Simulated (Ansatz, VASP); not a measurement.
## ZrC in VASP and in Ansatz

```
Zr C
1.0
     0.00000    2.33132    2.33132
     2.33132    0.00000    2.33132
     2.33132    2.33132    0.00000
Zr C
1 1
Direct
  0.50000 0.50000 0.50000
  0.00000 0.00000 0.00000
```

Alike in both runs: functional PBEsol; k mesh 18 × 18 × 18; occupations fermi-dirac, width 0.1 eV; no spin polarisation.

Ansatz relaxed the structure, and its values are those at the end. VASP's run is a single point on that final structure, the one shown.

|  | VASP | Ansatz |
| --- | --- | --- |
| version | VASP 6.6.1 | Ansatz 0.2.0 |
| potentials or method | VASP PAW PBE potentials, release 64 (Zr_sv, C) | PAW with Ansatz's default frozen-core files, scalar-relativistic |
| plane-wave cutoff (eV) | 520 | 420 |
| valence electrons in the cell | 16 | 16 |

VASP gave:

```
pressure (GPa) : 1.4
```

Task: What did Ansatz give for the same quantities?

Result: Pressure (GPa): 1.0.

With one functional, cell and mesh, what is left measures potentials, basis and numerics.

Caveats: the PAW data sets were made with another functional, which shifts forces and pressure a little (VASP).
